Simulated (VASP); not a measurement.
Wanted: the native input for a VASP 6.6.1 run.

| Item | Value |
| --- | --- |
| Task | single point |
| Functional | r2SCAN |
| Potentials or basis | VASP PAW PBE potentials, release 64 (Cu, I) |
| Cutoff | 520 eV |
| k mesh | 5 × 5 × 5 |
| Occupations | gaussian, width 0.05 eV |
| Spin | collinear spin, ferromagnetic start |
| Starting moments | [0.6, 0.0, 0.0] μB |
| Fixed moment | 2 μB |
| Hubbard terms | Cu d U = 7 eV |
| Further INCAR settings | ALGO = Normal; EDIFF = 1e-07; NBANDS = 24 |

The structure of CuI2 lies in POSCAR:

```
CuI2
1.0
    0.0000000000      3.5112550600      3.5112550600
    3.5112550600      0.0000000000      3.5112550600
    3.5112550600      3.5112550600      0.0000000000
Cu I
1 2
Direct
    0.0000000000      0.0000000000      0.0000000000
    0.2500000000      0.2500000000      0.2500000000
    0.7500000000      0.7500000000      0.7500000000
```

The cell comes from a database or a generator and needn't be the stable form of this composition.

The input as run:

INCAR

```
PREC = Accurate
ENCUT = 520
EDIFF = 1E-7
ISMEAR = 0
SIGMA = 0.05
LREAL = F
LASPH = T
NELM = 60
ALGO = Normal
ISIF = 2
LWAVE = F
LCHARG = T
ISPIN = 2
MAGMOM = 0.6 0 0
LORBIT = 11
NUPDOWN = 2
LMAXMIX = 4
LDAU = T
LDAUTYPE = 2
LDAUL = 2 -1
LDAUU = 7 0
LDAUJ = 0 0
LDAUPRINT = 1
METAGGA = R2SCAN
LMIXTAU = T
LELF = T
LVHAR = T
NBANDS = 24
```

KPOINTS

```
regular mesh
0
Gamma
  5 5 5
```

Potentials or basis: VASP PAW PBE potentials, release 64 (Cu, I).

Command:

```console
$ cat potpaw_PBE.64/Cu/POTCAR potpaw_PBE.64/I/POTCAR > POTCAR
$ mpirun -np 1 vasp_std > vasp.out
```

Results of the run:

| Quantity | Value |
| --- | --- |
| Pressure | 2.2 GPa |
| Net moment | 2.00 μB per cell |
| Site moments | Cu +0.26; I +0.55 μB |
| Valence electrons inside the program's atomic spheres | Cu 9.96; I 4.25 |

Caveat: the moment is held away from its start; the PAW data sets were made with another functional, which shifts forces and pressure a little; the total moment is fixed, so each spin has its own Fermi level.

It took 3.1 min on 1 thread of Intel(R) Xeon(R) Platinum 8375C CPU @ 2.90GHz (Ice Lake), on a shared host, peak memory 0.31 GiB.
